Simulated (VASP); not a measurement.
# C in VASP: further runs, part 2 of 2

VASP 6.6.1. Earlier steps stand in the parts before.

**4. Single point, LDA**

This run uses another cell than the first one, of 10.97 Å³/atom, 0.737 times its volume.

The input, INCAR:

```
PREC = Accurate
ENCUT = 400
EDIFF = 1E-7
ISMEAR = 1
SIGMA = 0.1
LREAL = F
LASPH = T
NELM = 120
ALGO = Normal
ISIF = 2
LWAVE = F
LCHARG = F
LDIPOL = T
IDIPOL = 3
DIPOL = 0.5 0.5 0.500
NBANDS = 32
LVHAR = T
LVACPOTAV = T
```

The input, KPOINTS:

```
regular mesh
0
Gamma
  12 12 1
```

The input, POSCAR:

```
C
1.0
    2.4560959400      0.0000000000      0.0000000000
   -1.2280479700      2.1270618200      0.0000000000
    0.0000000000      0.0000000000     16.8049153298
C
8
Direct
    0.5833794600      0.1667589200      0.1785191976
    0.9166205400      0.8332410800      0.1785191976
    0.0833794600      0.1667589200      0.3946254676
    0.4166205400      0.8332410800      0.3946254676
    0.5833794600      0.1667589200      0.6053745324
    0.9166205400      0.8332410800      0.6053745324
    0.0833794600      0.1667589200      0.8214808024
    0.4166205400      0.8332410800      0.8214808024
```

Potentials or basis: VASP PAW LDA potentials, release 64 (C).

The run is started by

```
> cat potpaw_LDA.64/C/POTCAR > POTCAR
> mpirun -np 1 vasp_std > vasp.out
```

OUTCAR:

```text
PREC = Accurate
   ENCUT = 400
   EDIFF = 1E-7
   ISMEAR = 1
   LREAL = F
   LASPH = T
   NELM = 120
   ISIF = 2

 Found     43 irreducible k-points:

 Following reciprocal coordinates:
            Coordinates               Weight
  0.000000  0.000000  0.000000      1.000000
  0.083333  0.000000  0.000000      4.000000
  0.000000  0.083333  0.000000      2.000000
  0.166667  0.000000  0.000000      4.000000
  0.000000  0.166667  0.000000      2.000000
  0.250000  0.000000  0.000000      4.000000
   k-points           NKPTS =     43   k-points in BZ     NKDIM =     43   number of bands    NBANDS=     32
   number of dos      NEDOS =    301   number of ions     NIONS =      8
   total plane-waves  NPLWV =  28672
   dimension x,y,z NGX =    16 NGY =   16 NGZ =  112
   dimension x,y,z NGXF=    32 NGYF=   32 NGZF=  224
   ions per type =               8
   NGX,Y,Z   is equivalent  to a cutoff of  10.83, 10.83, 11.08 a.u.
   NGXF,Y,Z  is equivalent  to a cutoff of  21.66, 21.66, 22.16 a.u.
 SYSTEM =  unknown system
   PREC   = accura    normal or accurate (medium, high low for compatibility)
   ISTART =      0    job   : 0-new  1-cont  2-samecut
   ICHARG =      2    charge: 1-file 2-atom 10-const
   ISPIN  =      1    spin polarized calculation?
   LNONCOLLINEAR =      F non collinear calculations
   LSORBIT =      F    spin-orbit coupling
   LASPH  =      T    aspherical Exc in radial PAW
   ENCUT  =  400.0 eV  29.40 Ry    5.42 a.u.   4.01  4.01 27.40*2*pi/ulx,y,z
   NELM   =    120;   NELMIN=  2; NELMDL= -5     # of ELM steps
   EDIFF  = 0.1E-06   stopping-criterion for ELM
   LREAL  =      F    real-space projection
   EDIFFG = 0.1E-05   stopping-criterion for IOM
   NSW    =      0    number of steps for IOM
   IBRION =     -1    ionic relax: 0-MD 1-quasi-New 2-CG
   NFREE  =      0    steps in history (QN), initial steepest desc. (CG)
   ISIF   =      2    stress and relaxation
   ISYM   =      2    0-nonsym 1-usesym 2-fastsym
   POTIM  = 0.5000    time-step for ionic-motion
   TEBEG  =    0.0;   TEEND  =   0.0 temperature during run
   PSTRESS=    0.0 pullay stress
   NELECT =      32.0000    total number of electrons
   NUPDOWN=      -1.0000    fix difference up-down
   EMIN   =  10.00;   EMAX   =-10.00  energy-range for DOS
   EFERMI =   0.00;   METHOD = LEGACY
   ISMEAR =     1;   SIGMA  =   0.10  broadening in eV -4-tet -1-fermi 0-gaus
   EFERMI_NEDOS =   21; number of points for ismear=-14 and -15
   IALGO  =     38    algorithm
   IMIX   =      4    mixing-type and parameters
     AMIX     =   0.40;   BMIX     =  1.00
     AMIX_MAG =   1.60;   BMIX_MAG =  1.00
  volume/ion in A,a.u.               =      10.97        74.06
  Fermi-wavevector in a.u.,A,eV,Ry     =   1.169421  2.209885 18.606587  1.367546
  Thomas-Fermi vector in A             =   2.305894
   LORBIT       =      0    0 simple, 1 ext, 2 COOP (PROOUT), +10 PAW based schemes
   GGA     = CA    functional components
   LHFCALC =     F    Hartree Fock is set to
   AEXX    =    0.0000 exact exchange contribution
   IVDW    =     0    specifies the selected vdW correction
   LEPSILON=     F    determine dielectric tensor
   LRPA    =     F    only Hartree local field effects (RPA)
 non-spin polarized calculation
 Methfessel and Paxton  Order N= 1 SIGMA  =   0.10
  energy-cutoff  :      400.00
  volume of cell :       87.79
 maximum number of plane-waves:      1617
   NGX =  9   NGY =  9   NGZ = 55

 number of electron      32.0000003 magnetization

 dipolmoment           0.000000      0.000000     -0.000000 electrons x Angstroem

 Free energy of the ion-electron system (eV)
  ---------------------------------------------------
  ext. energy  EPLUGINS =         0.00000000
  ---------------------------------------------------
  free energy    TOTEN  =       -80.87789198 eV

  energy without entropy =      -80.87815182  energy(sigma->0) =      -80.87797859

 E-fermi :   2.7996     XC(G=0):  -9.1407

 val. band max:        2.7577294240   @ k =   0.3333   0.3333   0.0000
 cond. band min:       2.8412368188   @ k =   0.3333   0.3333   0.0000
 fundamental gap:      0.0835073948
 Fermi energy:         2.7995925711

 k-point     1 :       0.0000    0.0000    0.0000
  band No.  band energies     occupation
      1     -16.6597      2.00000
      2     -16.6136      2.00000
      3     -16.5662      2.00000
      4     -16.5076      2.00000
      5      -5.4850      2.00000
      6      -5.1206      2.00000
[... 20 lines left out ...]
     27      11.1909      0.00000
     28      11.1962      0.00000

 k-point     2 :       0.0833    0.0000    0.0000
  band No.  band energies     occupation
      1     -16.4947      2.00000
      2     -16.4491      2.00000
      3     -16.4023      2.00000
      4     -16.3443      2.00000
      5      -5.2835      2.00000
      6      -4.9212      2.00000
[... 20 lines left out ...]
     27      11.8792      0.00000
     28      11.8874      0.00000

 k-point     3 :       0.0000    0.0833    0.0000
  band No.  band energies     occupation
      1     -16.4947      2.00000
      2     -16.4492      2.00000
      3     -16.4023      2.00000
      4     -16.3443      2.00000
      5      -5.2839      2.00000
      6      -4.9215      2.00000
[... 20 lines left out ...]
     27      11.8642      0.00000
     28      11.8761      0.00000

 k-point     4 :       0.1667    0.0000    0.0000
  band No.  band energies     occupation
      1     -16.0013      2.00000
      2     -15.9575      2.00000
      3     -15.9122      2.00000
      4     -15.8560      2.00000
      5      -4.6822      2.00000
      6      -4.3273      2.00000
[... 20 lines left out ...]
     27      12.2024      0.00000
     28      12.2894      0.00000

 k-point     5 :       0.0000    0.1667    0.0000
  band No.  band energies     occupation
      1     -16.0015      2.00000
      2     -15.9576      2.00000
      3     -15.9122      2.00000
      4     -15.8560      2.00000
      5      -4.6832      2.00000
      6      -4.3277      2.00000
[... 20 lines left out ...]
     27      12.2468      0.00000
     28      12.2630      0.00000

 k-point     6 :       0.2500    0.0000    0.0000
  band No.  band energies     occupation
      1     -15.1853      2.00000
      2     -15.1443      2.00000
      3     -15.1016      2.00000
      4     -15.0483      2.00000
      5      -4.5717      2.00000
      6      -4.5619      2.00000
[... 20 lines left out ...]
     27      11.0186      0.00000
     28      12.0779      0.00000

 [... further k-points ...]

 [bands above 28 left out]

------------------------ aborting loop because EDIFF is reached ----------------------------------------

  FORCE on cell =-STRESS in cart. coord.  units (eV):
  Direction    XX          YY          ZZ          XY          YZ          ZX
  --------------------------------------------------------------------------------------
  -------------------------------------------------------------------------------------
  Total       -2.6964015     -2.7643470     -1.5054008      0.0000000     -0.0000000      0.0000000
  in kB      -49.2077354    -50.4477003    -27.4726746      0.0000000     -0.0000000      0.0000000
  external PRESSURE =     -42.3760368 kB  Pullay stress =       0.0000000 kB

 VOLUME and BASIS-vectors are now :
 -----------------------------------------------------------------------------
  energy-cutoff  :      400.00
  volume of cell :       87.79
      direct lattice vectors                 reciprocal lattice vectors
     2.456095940  0.000000000  0.000000000     0.407150219  0.235066041  0.000000000
    -1.228047970  2.127061820  0.000000000     0.000000000  0.470132081  0.000000000
     0.000000000  0.000000000 16.804915330     0.000000000  0.000000000  0.059506399

 POSITION                                       TOTAL-FORCE (eV/Angst)
 -----------------------------------------------------------------------------------
      1.22805      0.35471      3.00000         0.000000     -0.024475      0.022665
      1.22805      1.77236      3.00000        -0.000000      0.024475      0.022665
      0.00000      0.35471      6.63165         0.000000     -0.027583     -0.005812
     -0.00000      1.77236      6.63165        -0.000000      0.027583     -0.005812
      1.22805      0.35471     10.17327         0.000000     -0.027583      0.005812
      1.22805      1.77236     10.17327        -0.000000      0.027583      0.005812
      0.00000      0.35471     13.80492         0.000000     -0.024475     -0.022665
     -0.00000      1.77236     13.80492        -0.000000      0.024475     -0.022665
 -----------------------------------------------------------------------------------
    total drift:                                0.000000      0.000000      0.000000

  FREE ENERGIE OF THE ION-ELECTRON SYSTEM (eV)
  ---------------------------------------------------
  free  energy   TOTEN  =       -80.8778919820 eV

  energy  without entropy=      -80.8781518181  energy(sigma->0) =      -80.87797859
```

Run time: 27 s. Hardware: 1 thread of Intel Xeon 6975P-C (Granite Rapids), shared host; peak memory 0.17 GiB.

The run converged, but some of its settings lie outside the range that counts as converged, so its numbers aren't taken as properties of the slab.

What came out:

```yaml
Free_energy: -80.8779 eV
Largest_force: 0.033 eV/Å
Band_gap_on_the_k_mesh: 0.08 eV, direct
```

Caveat: the cutoff is under 1.25 times the usual one of these potentials, so pressure, stress and relaxed cells hold a basis-set (Pulay) error.
